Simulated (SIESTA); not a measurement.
# SnO2 (Cassiterite) (P4_2/mnm) in SIESTA: notebook, part 2 of 2

SIESTA 5.4.2. Earlier steps stand in the parts before.

## Step 3: Band structure, AM05

File SnO2.fdf:

```
SystemName                      Cassiterite
SystemLabel                     SnO2
NumberOfSpecies                 2
NumberOfAtoms                   6
%block ChemicalSpeciesLabel
  1  50 Sn
  2   8 O
%endblock ChemicalSpeciesLabel

LatticeConstant                 1.0 Ang
%block LatticeVectors
     4.7380000000     0.0000000000     0.0000000000
     0.0000000000     4.7380000000     0.0000000000
     0.0000000000     0.0000000000     3.1865000000
%endblock LatticeVectors
AtomicCoordinatesFormat         Fractional
%block AtomicCoordinatesAndAtomicSpecies
     0.5000000000     0.5000000000     0.5000000000  1  Sn
     0.0000000000     0.0000000000     0.0000000000  1  Sn
     0.8071000000     0.1929000000     0.5000000000  2  O
     0.6929000000     0.6929000000     0.0000000000  2  O
     0.1929000000     0.8071000000     0.5000000000  2  O
     0.3071000000     0.3071000000     0.0000000000  2  O
%endblock AtomicCoordinatesAndAtomicSpecies

%block kgrid.MonkhorstPack
    6   0   0  0.0
    0   6   0  0.0
    0   0   8  0.0
%endblock kgrid.MonkhorstPack
XC.Functional                   GGA
XC.Authors                      AM05
PAO.BasisSize                   DZP
PAO.EnergyShift                 0.003 Ry
Mesh.Cutoff                     800 Ry
OccupationFunction              FD
ElectronicTemperature           0.05 eV
MaxSCFIterations                120
SCF.MustConverge                false
SCF.Mixer.Method                Pulay
SCF.Mixer.Weight                0.25
SCF.Mixer.History               8
SCF.DM.Tolerance                5.0e-05
SCF.H.Tolerance                 1.0e-03 eV
WriteForces                     true
Charge.Mulliken                 end
BandLinesScale                  ReciprocalLatticeVectors
%block BandLines
    1    0.000000   0.000000   0.000000  \Gamma
    7    0.000000   0.500000   0.000000  X
    7    0.500000   0.500000   0.000000  M
   10    0.000000   0.000000   0.000000  \Gamma
   11    0.000000   0.000000   0.500000  Z
    7    0.000000   0.500000   0.500000  R
    7    0.500000   0.500000   0.500000  A
   10    0.000000   0.000000   0.500000  Z
    1    0.000000   0.500000   0.000000  X
   11    0.000000   0.500000   0.500000  R
    1    0.500000   0.500000   0.000000  M
   11    0.500000   0.500000   0.500000  A
%endblock BandLines
%block PAO.Basis
  Sn 4
  n=5 0 2
    6.406 0.000
  n=5 1 2
    8.616 0.000
  n=4 2 2
    3.767 0.000
  n=5 2 1
    8.616
%endblock PAO.Basis
```

Potentials or basis: PseudoDojo 0.4 standard (PBEsol files), DZP (energy shift 0.003 Ry; two zetas on semicore shells).

The run is started by

```sh
$ siesta < SnO2.fdf > SnO2.out 2>&1
```

SnO2.out:

```text
Version         : 5.4.2

[... 6 lines left out ...]
 NOTE: Please see the manual for full details and compatibility measures.

reinit: Reading from standard input
reinit: Dumping input in INPUT_TMP.72779
************************** Dump of input data file ****************************
SystemName                      Cassiterite
SystemLabel                     SnO2
NumberOfSpecies                 2
NumberOfAtoms                   6
%block ChemicalSpeciesLabel
  1  50 Sn
  2   8 O
%endblock ChemicalSpeciesLabel
LatticeConstant                 1.0 Ang
%block LatticeVectors
     4.7380000000     0.0000000000     0.0000000000
     0.0000000000     4.7380000000     0.0000000000
     0.0000000000     0.0000000000     3.1865000000
%endblock LatticeVectors
AtomicCoordinatesFormat         Fractional
%block AtomicCoordinatesAndAtomicSpecies
     0.5000000000     0.5000000000     0.5000000000  1  Sn
     0.0000000000     0.0000000000     0.0000000000  1  Sn
     0.8071000000     0.1929000000     0.5000000000  2  O
     0.6929000000     0.6929000000     0.0000000000  2  O
     0.1929000000     0.8071000000     0.5000000000  2  O
     0.3071000000     0.3071000000     0.0000000000  2  O
%endblock AtomicCoordinatesAndAtomicSpecies
%block kgrid.MonkhorstPack
    6   0   0  0.0
[... 728 lines left out ...]

Species: Sn
Atom  Qatom  Qorb
               5s      5s      5py     5pz     5px     5py     5pz     5px
               4dxy    4dyz    4dz2    4dxz    4dx2-y2 4dxy    4dyz    4dz2
               4dxz    4dx2-y2 5dxy    5dyz    5dz2    5dxz    5dx2-y2
   1 12.332   0.544   0.291   0.526   0.152   0.526  -0.108   0.244  -0.108
              1.957   1.955   1.955   1.955   1.948   0.059   0.058   0.048

              0.058   0.061   0.052   0.035   0.009   0.035   0.080
   2 12.332   0.544   0.291   0.526   0.152   0.526  -0.108   0.244  -0.108
              1.957   1.955   1.955   1.955   1.948   0.059   0.058   0.048

              0.058   0.061   0.052   0.035   0.009   0.035   0.080

Species: O
Atom  Qatom  Qorb
               2s      2s      2py     2pz     2px     2py     2pz     2px
               3Pdxy   3Pdyz   3Pdz2   3Pdxz   3Pdx2-y2
   3  6.834   1.974  -0.128   1.936   1.761   1.936  -0.246  -0.179  -0.246
              0.004   0.006   0.005   0.006   0.004
   4  6.834   1.974  -0.128   1.936   1.761   1.936  -0.246  -0.179  -0.246
              0.004   0.006   0.005   0.006   0.004
   5  6.834   1.974  -0.128   1.936   1.761   1.936  -0.246  -0.179  -0.246
              0.004   0.006   0.005   0.006   0.004
   6  6.834   1.974  -0.128   1.936   1.761   1.936  -0.246  -0.179  -0.246
              0.004   0.006   0.005   0.006   0.004

mulliken: Qtot =       52.000

Mulliken Atomic Populations:
Atom #   charge [q] valence [e]  Species
     1     1.668321   12.331679  Sn
     2     1.668321   12.331679  Sn
     3    -0.834160    6.834160  O
     4    -0.834160    6.834160  O
     5    -0.834160    6.834160  O
     6    -0.834160    6.834160  O
 Total     0.000000

Job completed
```

Wall time 4.4 min (1 thread of Intel Xeon Platinum 8259CL at 2.50GHz (Skylake/Cascade Lake), shared host); peak memory 0.64 GiB.

What came out:

* Free energy: -6065.0509 eV
* Pressure: 11.6 GPa
* Largest force: 0.201 eV/Å
* Band gap on the k mesh: 0.94 eV, direct
* Band gap along the path: 0.94 eV, direct

Forces in eV/Å, atoms in the order of the input:
```
Sn   0.000  0.000  0.000
Sn   0.000  0.000  0.000
O   -0.142  0.142  0.000
O    0.142  0.142  0.000
O    0.142 -0.142  0.000
O   -0.142 -0.142  0.000
```

Levels at the corners of the path, in eV from the valence-band top:
```tsv
point	band 24	band 25	band 26	band 27	band 28	band 29
Γ	-0.75	-0.75	0.00	0.94	5.89	6.17
X	-1.35	-0.65	-0.65	4.19	4.19	7.00
M	-1.52	-0.94	-0.94	4.52	4.52	7.33
Γ	-0.75	-0.75	0.00	0.94	5.89	6.17
Z	-1.67	-1.30	-1.30	5.99	5.99	9.81
R	-1.06	-0.87	-0.87	6.24	6.24	7.81
A	-0.99	-0.81	-0.81	4.61	4.61	8.87
Z	-1.67	-1.30	-1.30	5.99	5.99	9.81
X	-1.35	-0.65	-0.65	4.19	4.19	7.00
R	-1.06	-0.87	-0.87	6.24	6.24	7.81
M	-1.52	-0.94	-0.94	4.52	4.52	7.33
A	-0.99	-0.81	-0.81	4.61	4.61	8.87
```

Caveat: the potentials were made for another functional, which shifts forces and pressure; spin-orbit coupling is left out, which moves the levels of the heavy elements; the basis of atomic orbitals isn't converged, which shifts pressures, moduli and gaps.

## Step 4: Band structure, PBE

File run.py:

```python
from ase import Atoms
from ase.calculators.siesta import Siesta
from ase.units import Ry, GPa

atoms = Atoms(
    ['Sn', 'Sn', 'O', 'O', 'O', 'O'],
    cell=[
        [4.738, 0.0, 0.0],
        [0.0, 4.738, 0.0],
        [0.0, 0.0, 3.1865],
    ],
    scaled_positions=[
        [0.5, 0.5, 0.5],
        [0.0, 0.0, 0.0],
        [0.8071, 0.1929, 0.5],
        [0.6929, 0.6929, 0.0],
        [0.1929, 0.8071, 0.5],
        [0.3071, 0.3071, 0.0],
    ],
    pbc=True,
)

fdf = {
    'SCFMustConverge': False,
    'OccupationFunction': 'FD',
    'ElectronicTemperature': '0.05 eV',
    'MaxSCFIterations': '120',
    'SCF.Mixer.Method': 'Pulay',
    'SCF.Mixer.Weight': '0.25',
    'SCF.Mixer.History': '8',
    'SCF.DM.Tolerance': '5.0e-05',
    'SCF.H.Tolerance': '1.0e-03 eV',
    'WriteForces': 'true',
    'Charge.Mulliken': 'end',
    'BandLinesScale': 'ReciprocalLatticeVectors',
    'BandLines': ['  1    0.000000   0.000000   0.000000  \\Gamma', '  7    0.000000   0.500000   0.000000  X', '  7    0.500000   0.500000   0.000000  M', ' 10    0.000000   0.000000   0.000000  \\Gamma', ' 11    0.000000   0.000000   0.500000  Z', '  7    0.000000   0.500000   0.500000  R', '  7    0.500000   0.500000   0.500000  A', ' 10    0.000000   0.000000   0.500000  Z', '  1    0.000000   0.500000   0.000000  X', ' 11    0.000000   0.500000   0.500000  R', '  1    0.500000   0.500000   0.000000  M', ' 11    0.500000   0.500000   0.500000  A'],
}
calc = Siesta(
    label="SnO2",
    command="siesta < PREFIX.fdf > PREFIX.out",
    pseudo_path="pseudos",
    pseudo_qualifier="",
    xc=('GGA', 'PBE'),
    basis_set="SZ",
    mesh_cutoff=800 * Ry,
    energy_shift=0.003 * Ry,
    kpts=[6, 6, 8],
    spin="non-polarized",
    fdf_arguments=fdf,
)
atoms.calc = calc

print(f"energy = {atoms.get_potential_energy():.6f} eV")
free = atoms.get_potential_energy(force_consistent=True)
print(f"free energy = {free:.6f} eV")
print("forces (eV/A):")
print(atoms.get_forces(apply_constraint=False).round(6))
print("stress (GPa, Voigt order, tension positive):", (atoms.get_stress() / GPa).round(4))
```

Potentials or basis: PseudoDojo 0.4 standard (PBE files), SZ (energy shift 0.003 Ry).

The run is started by

```sh
$ python run.py
```

It took 52 s on 1 thread of Intel Xeon Platinum 8259CL at 2.50GHz (Skylake/Cascade Lake), shared host; peak memory 0.39 GiB.

It converged, with:

| Property | Result |
| --- | --- |
| Free energy | -6081.8607 eV |
| Pressure | 28.2 GPa |
| Largest force | 0.528 eV/Å |
| Band gap on the k mesh | 0.31 eV, direct |
| Band gap along the path | 0.31 eV, direct |

Forces in eV/Å, atoms in the order of the input:
```
Sn   0.000  0.000  0.000
Sn   0.000  0.000  0.000
O   -0.374  0.374  0.000
O    0.374  0.374  0.000
O    0.374 -0.374  0.000
O   -0.374 -0.374  0.000
```

Stress tensor (GPa, compression positive):
```
22.57  0.00  0.00
 0.00 22.57  0.00
 0.00  0.00 39.45
```

Levels at the corners of the path, in eV from the valence-band top:
```tsv
point	band 23	band 24	band 25	band 26	band 27	band 28	band 29	band 30
Γ	-1.48	-0.73	-0.73	0.00	0.31	5.92	5.92	6.93
X	-1.40	-1.40	-0.65	-0.65	4.00	4.00	6.90	6.90
M	-1.55	-1.55	-0.90	-0.90	4.57	4.57	6.98	6.98
Γ	-1.48	-0.73	-0.73	0.00	0.31	5.92	5.92	6.93
Z	-1.48	-1.48	-1.20	-1.20	6.05	6.05	10.25	10.25
R	-1.05	-1.05	-0.86	-0.86	6.32	6.32	7.74	7.74
A	-0.90	-0.90	-0.84	-0.84	4.58	4.58	9.00	9.00
Z	-1.48	-1.48	-1.20	-1.20	6.05	6.05	10.25	10.25
X	-1.40	-1.40	-0.65	-0.65	4.00	4.00	6.90	6.90
R	-1.05	-1.05	-0.86	-0.86	6.32	6.32	7.74	7.74
M	-1.55	-1.55	-0.90	-0.90	4.57	4.57	6.98	6.98
A	-0.90	-0.90	-0.84	-0.84	4.58	4.58	9.00	9.00
```

Caveat: the basis has no polarisation orbitals; a pressure of tens of GPa on the cell as given is suspect, and the run, the potentials or the cell itself is likely at fault; spin-orbit coupling is left out, which moves the levels of the heavy elements; the basis of atomic orbitals isn't converged, which shifts pressures, moduli and gaps.

## Step 5: Overview

| level | potentials or basis | gap on the mesh (eV) | pressure (GPa) | largest force (eV/Å) |
| --- | --- | --- | --- | --- |
| RPBE | PseudoDojo 0.4 standard (PBE files), DZP (energy shift 0.003 Ry; two zetas on semicore shells) | 1.13 | 21.2 | 0.31 |
| AM05 | PseudoDojo 0.4 standard (PBEsol files), DZP (energy shift 0.003 Ry; two zetas on semicore shells) | 0.94 | 11.6 | 0.20 |
| PBE | PseudoDojo 0.4 standard (PBE files), SZ (energy shift 0.003 Ry) | 0.31 | 28.2 | 0.53 |

Alike in all rows: task band structure; no spin polarisation; cell as given; k mesh 6 × 6 × 8; smearing fermi-dirac 0.05 eV; grid cutoff 800 Ry; energy shift 0.003 Ry.

Caveats: spin-orbit coupling is left out, which moves the levels of the heavy elements; the basis of atomic orbitals isn't converged, which shifts pressures, moduli and gaps; the potentials were made for another functional, which shifts forces and pressure (some runs); so large a pressure means that the cell lies far from this level's equilibrium, or that cutoff or potentials fall short (some runs); the basis has no polarisation orbitals (some runs); a pressure of tens of GPa on the cell as given is suspect, and the run, the potentials or the cell itself is likely at fault (some runs).

Absolute energies hang on the potentials; compare differences alone.
